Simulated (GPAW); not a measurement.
Ge:

```xyz
2
Lattice="-2.5745 2.5745 1.3974 2.5745 -2.5745 1.3974 2.5745 2.5745 -1.3974" Properties=species:S:1:pos:R:3 pbc="T T T"
Ge    0.0000    0.0000    1.3974
Ge    2.5745    0.0000    0.6987
```

This isn't the form of Ge at room conditions, which is diamond.

| Property | Result |
| --- | --- |
| Program | GPAW 26.7.0 |
| Task | relaxation of cell and atoms |
| Functional | RPBE |
| Potentials or basis | the program's PAW data sets (release 1.2.1) made for this functional |
| Cutoff | 600 eV |
| Basis | pw |
| k mesh | 11 × 11 × 11 |
| Occupations | fermi-dirac, width 0.05 eV |
| Spin | no spin polarisation |

At the start: pressure 4.8 GPa; volume 18.52 Å³/atom.

Problem. How do energy, volume and symmetry change on relaxing?

Solution. Over 3 steps the energy falls by 17.7 meV/atom and the volume is 19.68 Å³/atom (+6.2 %); space group I4_1/amd (No. 141, to 0.05 Å).

Step by step:
```
step  energy change (eV)  largest force (eV/Å)  pressure (GPa)  volume (Å³)
   1              0.0000                0.0000            4.81        37.05
   2             -0.0120                0.0000            3.81        37.49
   3             -0.0353                0.0000            0.24        39.35
```

Final structure:
```
Ge
1.0
    -2.62777    2.62777    1.42471
     2.62777   -2.62777    1.42471
     2.62777    2.62777   -1.42471
Ge
2
Cartesian
  0.0000 0.0000 1.4247
  2.6278 0.0000 0.7124
```

Caveat: later steps reuse the first step's grids.
